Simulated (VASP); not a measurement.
# Ge (Fd-3m) in VASP: relaxation of cell and atoms with r2SCAN

Aim: the relaxation of cell and atoms of Ge with r2SCAN.

Program: VASP 6.6.1. These are calculated values, not measurements. Logs are shortened: lines on timing, memory, paths and dates and some standing lists are left out, and cuts for length are marked.

## Step 1: Starting point

Symmetry: Fd-3m, No. 227, cubic system. The conventional cell has a = 5.658 Å, b = 5.658 Å, c = 5.658 Å, α = 90.00°, β = 90.00°, γ = 90.00°. Ge (site symmetry -43m) has 4 Ge at 2.45 Å as nearest neighbours.

## Step 2: Relaxation of cell and atoms, r2SCAN

File INCAR:

```
PREC = Accurate
ENCUT = 600
EDIFF = 1E-7
ISMEAR = 0
SIGMA = 0.02
LREAL = F
LASPH = T
NELM = 100
ALGO = Normal
ISIF = 3
LWAVE = F
LCHARG = F
METAGGA = R2SCAN
LMIXTAU = T
IBRION = 2
NSW = 80
EDIFFG = -0.004
```

File KPOINTS:

```
Automatic mesh
0
Gamma
  8 8 8
```

File POSCAR:

```
Ge
1.0
    0.0000000000      2.8289100000      2.8289100000
    2.8289100000      0.0000000000      2.8289100000
    2.8289100000      2.8289100000      0.0000000000
Ge
2
Direct
    0.0000000000      0.0000000000      0.0000000000
    0.2500000000      0.2500000000      0.2500000000
```

Potentials or basis: VASP PAW PBE potentials, release 64 (Ge_d).

Run with:

```sh
> cat potpaw_PBE.64/Ge_d/POTCAR > POTCAR
> mpirun -np 1 vasp_std > vasp.out
```

OUTCAR:

```text
PREC = Accurate
   ENCUT = 600
   EDIFF = 1E-7
   ISMEAR = 0
   LREAL = F
   LASPH = T
   NELM = 100
   ISIF = 3
   METAGGA = R2SCAN
   IBRION = 2
   NSW = 80
   EDIFFG = -0.004

 ion  position               nearest neighbor table
   1  0.000  0.000  0.000-   2 2.45   2 2.45   2 2.45   2 2.45
   2  0.250  0.250  0.250-   1 2.45   1 2.45   1 2.45   1 2.45

  LATTYP: Found a face centered cubic cell.
 ALAT       =     5.6578200000

  Lattice vectors:

 A1 = (   0.0000000000,   2.8289100000,   2.8289100000)
 A2 = (   2.8289100000,   0.0000000000,   2.8289100000)
 A3 = (   2.8289100000,   2.8289100000,   0.0000000000)

Analysis of symmetry for initial positions (statically):
=====================================================================
 Subroutine PRICEL returns:
 Original cell was already a primitive cell.

 Routine SETGRP: Setting up the symmetry group for a
 face centered cubic supercell.

 Subroutine GETGRP returns: Found 48 space group operations
 (whereof 24 operations were pure point group operations)
 out of a pool of 48 trial point group operations.

The static configuration has the point symmetry T_d .
 The point group associated with its full space group is O_h .

Analysis of symmetry for dynamics (positions and initial velocities):
=====================================================================
 Subroutine PRICEL returns:
 Original cell was already a primitive cell.

 Routine SETGRP: Setting up the symmetry group for a
 face centered cubic supercell.

 Subroutine GETGRP returns: Found 48 space group operations
 (whereof 24 operations were pure point group operations)
 out of a pool of 48 trial point group operations.

The dynamic configuration has the point symmetry T_d .
 The point group associated with its full space group is O_h .

 Subroutine INISYM returns: Found 48 space group operations
 (whereof 24 operations are pure point group operations),
 and found     1 'primitive' translations

----------------------------------------------------------------------------------------

                                     Primitive cell

  volume of cell :      45.2780

  direct lattice vectors                    reciprocal lattice vectors
     0.000000000  2.828910000  2.828910000    -0.176746521  0.176746521  0.176746521
[... 95 lines left out ...]
   TEBEG  =    0.0;   TEEND  =   0.0 temperature during run
   PSTRESS=    0.0 pullay stress
   NELECT =      28.0000    total number of electrons
   NUPDOWN=      -1.0000    fix difference up-down
   EMIN   =  10.00;   EMAX   =-10.00  energy-range for DOS
   EFERMI =   0.00;   METHOD = LEGACY
   ISMEAR =     0;   SIGMA  =   0.02  broadening in eV -4-tet -1-fermi 0-gaus
   EFERMI_NEDOS =   21; number of points for ismear=-14 and -15
   IALGO  =     38    algorithm
   IMIX   =      4    mixing-type and parameters
     AMIX     =   0.40;   BMIX     =  1.00
     AMIX_MAG =   1.60;   BMIX_MAG =  1.00
  volume/ion in A,a.u.               =      22.64       152.78
  Fermi-wavevector in a.u.,A,eV,Ry     =   1.394756  2.635708 26.468033  1.945346
  Thomas-Fermi vector in A             =   2.518275
   LORBIT       =      0    0 simple, 1 ext, 2 COOP (PROOUT), +10 PAW based schemes
   METAGGA = R2SCAN    functional components
   LHFCALC =     F    Hartree Fock is set to
   AEXX    =    0.0000 exact exchange contribution
   IVDW    =     0    specifies the selected vdW correction
   LEPSILON=     F    determine dielectric tensor
   LRPA    =     F    only Hartree local field effects (RPA)
 conjugate gradient relaxation of ions
 non-spin polarized calculation
 Gauss-broadening in eV      SIGMA  =   0.02
  energy-cutoff  :      600.00
  volume of cell :       45.28
 maximum number of plane-waves:      1540
   NGX = 15   NGY = 15   NGZ = 15

--------------------------------------- Ionic step        1  -------------------------------------------

 number of electron      28.0000013 magnetization

 Free energy of the ion-electron system (eV)
  ---------------------------------------------------
  ext. energy  EPLUGINS =         0.00000000
  ---------------------------------------------------
  free energy    TOTEN  =       -27.73635679 eV

  energy without entropy =      -27.73635679  energy(sigma->0) =      -27.73635679

------------------------ aborting loop because EDIFF is reached ----------------------------------------

  FORCE on cell =-STRESS in cart. coord.  units (eV):
  Direction    XX          YY          ZZ          XY          YZ          ZX
  --------------------------------------------------------------------------------------
  -------------------------------------------------------------------------------------
  Total        0.2018238      0.2018238      0.2018238      0.0000000      0.0000000      0.0000000
  in kB        7.1416006      7.1416006      7.1416006      0.0000000      0.0000000      0.0000000
  external PRESSURE =       7.1416006 kB  Pullay stress =       0.0000000 kB
[... 59 lines left out ...]
--------------------------------------- Ionic step        3  -------------------------------------------

 number of electron      28.0000020 magnetization

 Free energy of the ion-electron system (eV)
  ---------------------------------------------------
  ext. energy  EPLUGINS =         0.00000000
  ---------------------------------------------------
  free energy    TOTEN  =       -27.73729302 eV

  energy without entropy =      -27.73729302  energy(sigma->0) =      -27.73729302

 E-fermi :   4.8106     XC(G=0): -10.7691

 val. band max:        4.7098915569   @ k =   0.0000   0.0000   0.0000
 cond. band min:       5.0237937771   @ k =   0.0000   0.0000   0.0000
 fundamental gap:      0.3139022202
 Fermi energy:         4.8105553284

 k-point     1 :       0.0000    0.0000    0.0000
  band No.  band energies     occupation
      1     -20.7712      2.00000
      2     -20.7712      2.00000
      3     -20.7712      2.00000
      4     -20.7325      2.00000
      5     -20.7325      2.00000
      6     -20.5202      2.00000
[... 481 lines left out ...]
      5     -20.6546      2.00000
      6     -20.6000      2.00000
[... 10 lines left out ...]
     17      10.8340      0.00000
     18      12.0796      0.00000

 [... further k-points ...]

------------------------ aborting loop because EDIFF is reached ----------------------------------------

  FORCE on cell =-STRESS in cart. coord.  units (eV):
  Direction    XX          YY          ZZ          XY          YZ          ZX
  --------------------------------------------------------------------------------------
  -------------------------------------------------------------------------------------
  Total        0.0037060      0.0037060      0.0037060      0.0000000      0.0000000      0.0000000
  in kB        0.1299047      0.1299047      0.1299047      0.0000000      0.0000000      0.0000000
  external PRESSURE =       0.1299047 kB  Pullay stress =       0.0000000 kB
[... 17 lines left out ...]
  FREE ENERGIE OF THE ION-ELECTRON SYSTEM (eV)
  ---------------------------------------------------
  free  energy   TOTEN  =       -27.7372930215 eV

  energy  without entropy=      -27.7372930215  energy(sigma->0) =      -27.73729302

 reached required accuracy - stopping structural energy minimisation
```

OSZICAR:

```text
N       E                     dE             d eps       ncg     rms          rms(c)
DAV:   1     0.150275065882E+03    0.15028E+03   -0.17085E+04  1060   0.472E+03
DAV:   2    -0.820221392271E+01   -0.15848E+03   -0.15487E+03  1044   0.557E+02
DAV:   3    -0.297508101652E+02   -0.21549E+02   -0.21404E+02  1160   0.158E+02
[... 38 lines left out ...]
DAV:   5    -0.277371772372E+02    0.25002E-04   -0.10872E-04  1156   0.130E-01    0.669E-03
DAV:   6    -0.277372214242E+02   -0.44187E-04   -0.11487E-04  1180   0.130E-01    0.438E-03
DAV:   7    -0.277372924957E+02   -0.71072E-04   -0.32496E-05  1044   0.647E-02    0.143E-03
DAV:   8    -0.277372930181E+02   -0.52245E-06   -0.60062E-07   836   0.988E-03    0.185E-04
DAV:   9    -0.277372930215E+02   -0.33742E-08   -0.25639E-08   604   0.210E-03
   3 F= -.27737293E+02 E0= -.27737293E+02  d E =-.936229E-03
```

Run time: 3.5 min. Hardware: 1 thread of AMD EPYC 9R14 (Zen 4), shared host; peak memory 0.17 GiB.

What came out:

| Property | Result |
| --- | --- |
| Free energy | -27.7373 eV |
| Relaxed volume | 22.85 Å³/atom |
| Relaxed cell | a = 4.013 Å, b = 4.013 Å, c = 4.013 Å, α = 60.00°, β = 60.00°, γ = 60.00° |
| Space group after relaxing (to 0.05 Å) | Fd-3m (No. 227) |
| Energy gained by relaxing | 0.5 meV/atom |
| Ionic steps | 3 |
| Pressure after relaxing | 0.0 GPa |
| Band gap on the k mesh | 0.31 eV, direct |

The path:
| step | energy change (eV) | largest force (eV/Å) | pressure (GPa) | volume (Å³) |
| --- | --- | --- | --- | --- |
| 1 | 0.0000 | 0.0000 | 0.71 | 45.28 |
| 2 | -0.0007 | 0.0000 | -0.32 | 45.94 |
| 3 | -0.0009 | 0.0000 | 0.01 | 45.71 |

Final structure:
```cif
data_structure
_symmetry_space_group_name_H-M 'P 1'
_symmetry_Int_Tables_number 1
_cell_length_a 4.0133
_cell_length_b 4.0133
_cell_length_c 4.0133
_cell_angle_alpha 60.000
_cell_angle_beta 60.000
_cell_angle_gamma 60.000
_cell_volume 45.71
loop_
_atom_site_label
_atom_site_type_symbol
_atom_site_fract_x
_atom_site_fract_y
_atom_site_fract_z
_atom_site_occupancy
Ge1 Ge 0.00000 0.00000 0.00000 1
Ge2 Ge 0.25000 0.25000 0.25000 1
```

Caveat: the PAW data sets were made with another functional, which shifts forces and pressure a little. r2SCAN opens gaps a little over a GGA but as a rule still falls short of measured ones.
